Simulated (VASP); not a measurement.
# PbS in VASP 6.6.1, single-point calculation

INCAR

```
ISYM = -1
LREAL = .FALSE.
GGA = PE
ISMEAR = -1
NBANDS = 17
PREC = Accurate
LCHARG = .FALSE.
IBRION = -1
LWAVE = .FALSE.
EDIFF = 1E-7
LASPH = .TRUE.
SIGMA = 0.02
NSW = 0
NELM = 58
ISIF = 2
ENCUT = 520
```

KPOINTS

```
KPOINTS created by Atomic Simulation Environment
0
Gamma
4 4 4
0 0 0
```

POSCAR

```
Pb S
 1.0000000000000000
     0.0000000000000000    3.1067219831999999    2.9575150054999999
     3.1067219831999999    0.0000000000000000    2.9575150054999999
     3.1067219831999999    3.1067219831999999    0.0000000000000000
 Pb  S
   1   1
Cartesian
  0.0000000000000000  0.0000000000000000  0.0000000000000000
  3.1067219831999999  3.1067219831999999  2.9575150054999995
```

The recommended PBE PAW datasets give the neutral cell 20 valence electrons.

Command

```
mpirun -np 1 vasp_std
```

OSZICAR

```
N       E                     dE             d eps       ncg     rms          rms(c)
DAV:   1     0.160825489635E+03    0.16083E+03   -0.96492E+03  2176   0.121E+03
DAV:   2     0.339264593496E+01   -0.15743E+03   -0.15179E+03  2347   0.311E+02
DAV:   3    -0.894620707225E+01   -0.12339E+02   -0.12247E+02  2762   0.915E+01
DAV:   4    -0.927362789966E+01   -0.32742E+00   -0.32713E+00  2726   0.168E+01
DAV:   5    -0.928610124342E+01   -0.12473E-01   -0.12472E-01  3379   0.316E+00    0.413E+00
DAV:   6    -0.870255876876E+01    0.58354E+00   -0.18162E+00  3392   0.814E+00    0.289E+00
DAV:   7    -0.870461570316E+01   -0.20569E-02   -0.14591E-01  2648   0.186E+00    0.177E+00
DAV:   8    -0.870831529518E+01   -0.36996E-02   -0.20188E-02  2596   0.143E+00    0.445E-01
DAV:   9    -0.870751499895E+01    0.80030E-03   -0.42288E-03  3347   0.496E-01    0.128E-01
DAV:  10    -0.870781825149E+01   -0.30325E-03   -0.49048E-04  2460   0.123E-01    0.105E-01
DAV:  11    -0.870781558676E+01    0.26647E-05   -0.58078E-05  3062   0.820E-02    0.104E-02
DAV:  12    -0.870781713626E+01   -0.15495E-05   -0.40190E-06  2632   0.186E-02    0.534E-03
DAV:  13    -0.870781708029E+01    0.55973E-07   -0.15549E-07  2891   0.401E-03
   1 F= -.87078171E+01 E0= -.87078171E+01  d E =-.276247E-07
```

Standard output (part)

```
POSCAR found type information on POSCAR PbS
 POSCAR found :  2 types and       2 ions
 LDA part: xc-table for (Slater+PW92), standard interpolation
 POSCAR, INCAR and KPOINTS ok, starting setup
 WAVECAR not read
 entering main loop
```

From OUTCAR

```
k-points           NKPTS =     64   k-points in BZ     NKDIM =     64   number of bands    NBANDS=     17

   NELECT =      20.0000    total number of electrons

   dimension x,y,z NGX =    32 NGY =   32 NGZ =   36
   dimension x,y,z NGXF=    64 NGYF=   64 NGZF=   72

  energy-cutoff  :      520.00
  volume of cell :       57.09
      direct lattice vectors                 reciprocal lattice vectors
     0.000000000  3.106721983  2.957515005    -0.160941340  0.160941340  0.169060850
     3.106721983  0.000000000  2.957515005     0.160941340 -0.160941340  0.169060850
     3.106721983  3.106721983  0.000000000     0.160941340  0.160941340 -0.169060850

 k-points in reciprocal lattice and weights: KPOINTS created by Atomic Simulation Env
   0.00000000  0.00000000  0.00000000       0.016
   0.25000000  0.00000000  0.00000000       0.016
   0.50000000  0.00000000  0.00000000       0.016
  -0.25000000  0.00000000  0.00000000       0.016
   0.00000000  0.25000000  0.00000000       0.016
   0.25000000  0.25000000  0.00000000       0.016
   0.50000000  0.25000000  0.00000000       0.016
  -0.25000000  0.25000000  0.00000000       0.016
   ...

 E-fermi :   4.9590

 k-point     1 :       0.0000    0.0000    0.0000
  band No.  band energies     occupation
      1     -12.0261      2.00000
      2     -12.0146      2.00000
      3     -12.0082      2.00000
      4     -12.0082      2.00000
      5     -11.9826      2.00000
      6      -8.1469      2.00000
      7      -1.4844      2.00000
      8       2.6761      2.00000
      9       3.0726      2.00000
     10       3.0726      2.00000
     11       9.3081      0.00000
     12       9.3081      0.00000
     13      10.3572      0.00000
     14      11.5517      0.00000
     15      11.5517      0.00000
     16      11.8421      0.00000
     17      13.0097      0.00000

 k-point     2 :       0.2500    0.0000    0.0000
  band No.  band energies     occupation
      1     -12.0227      2.00000
      2     -12.0220      2.00000
      3     -12.0032      2.00000
      4     -11.9911      2.00000
      5     -11.9856      2.00000
      6      -7.7182      2.00000
      7      -2.5795      2.00000
      8       3.0275      2.00000
      9       3.1342      2.00000
     10       3.6830      2.00000
     11       6.9821      0.00000
     12       7.7209      0.00000
     13       8.2944      0.00000
     14      11.6650      0.00000
     15      12.7816      0.00000
     16      12.8121      0.00000
     17      15.7769      0.00000

 k-point     3 :       0.5000    0.0000    0.0000
  band No.  band energies     occupation
      1     -12.0306      2.00000
      2     -12.0230      2.00000
      3     -12.0055      2.00000
      4     -11.9782      2.00000
      5     -11.9727      2.00000
      6      -7.1146      2.00000
      7      -3.6927      2.00000
      8       3.2383      2.00000
      9       3.3009      2.00000
     10       4.6616      2.00000
     11       5.2564      0.00000
     12       6.6913      0.00000
     13       6.9860      0.00000
     14      13.2208      0.00000
     15      14.7307      0.00000
     16      15.0949      0.00000
     17      15.1652      0.00000

 ...

  Total       -1.3357507     -1.3357484      0.4293019      0.0001637     -0.0000364     -0.0000366
  in kB      -37.4864444    -37.4863808     12.0479076      0.0045952     -0.0010213     -0.0010269
  external PRESSURE =     -20.9749725 kB  Pullay stress =       0.0000000 kB

 POSITION                                       TOTAL-FORCE (eV/Angst)
 -----------------------------------------------------------------------------------
      0.00000      0.00000      0.00000         0.000004     -0.000001      0.000000
      3.10672      3.10672      2.95752        -0.000004      0.000001     -0.000000
 -----------------------------------------------------------------------------------
    total drift:                                0.000004     -0.000001      0.000002

  FREE ENERGIE OF THE ION-ELECTRON SYSTEM (eV)
  ---------------------------------------------------
  free  energy   TOTEN  =        -8.7078170803 eV

  energy  without entropy=       -8.7078170527  energy(sigma->0) =       -8.70781707
```

It converged. Results: gap between bands v and c on the k mesh 0.59 eV; least direct gap on the k mesh 0.59 eV; pressure -2.1 GPa. Band v is the last that the valence electrons fill when counted band by band, and c is the next.

These settings aren't sound, so the numbers aren't properties of the crystal.

On sound settings PBE gives a gap of 0.60 eV on its mesh and a pressure of -2.2 GPa for the intended cell.

The run took about 40 s on one core of a shared host (Intel Xeon Platinum 8488C) and held 0.21 GiB at most.
